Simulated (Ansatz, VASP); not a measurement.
## One calculation of Sb, two programs

```
CELL_PARAMETERS angstrom
6.12295 0.00000 0.00000
0.00000 6.12295 0.00000
0.00000 0.00000 22.12295
ATOMIC_POSITIONS crystal
Sb 0.00000 0.00000 0.36162
Sb 0.00000 0.50000 0.36162
Sb 0.50000 0.00000 0.36162
Sb 0.50000 0.50000 0.36162
Sb 0.00000 0.00000 0.50045
Sb 0.00000 0.50000 0.50045
Sb 0.50000 0.00000 0.50045
Sb 0.50000 0.50000 0.50045
Sb 0.00000 0.00000 0.63929
Sb 0.00000 0.50000 0.63929
Sb 0.50000 0.00000 0.63929
Sb 0.50000 0.50000 0.63929
```

Alike in both runs: functional PBE; dispersion D3(BJ); k mesh 3 × 3 × 1; occupations gaussian, width 0.1 eV; no spin polarisation.

Ansatz relaxed the structure, and its values are those at the end. VASP's run is a single point on that final structure, the one shown.

|  | VASP | Ansatz |
| --- | --- | --- |
| version | VASP 6.6.1 | Ansatz 0.2.0 |
| potentials or method | VASP PAW PBE potentials, release 64 (Sb) | scalar-relativistic, plane waves, PAW |
| plane-wave cutoff (eV) | 520 | 420 |
| valence electrons in the cell | 60 | 180 |

```csv
,VASP,Ansatz,Ansatz less VASP
gap on the k mesh at the Fermi level (eV),none,none,-
rms of the force components (eV/Å),0.003,0.001,-0.0028
"work function, face that differs most (eV)",4.29,4.29,+0.001
```

A gap of «none» marks a metal or a gap that the smearing closes. The two sets of potentials don't hold the same shells in valence. Ansatz warned: «xc_potential_rough_in_thin_density».

The runs have no spin-orbit coupling, so splittings on Sb are missing.
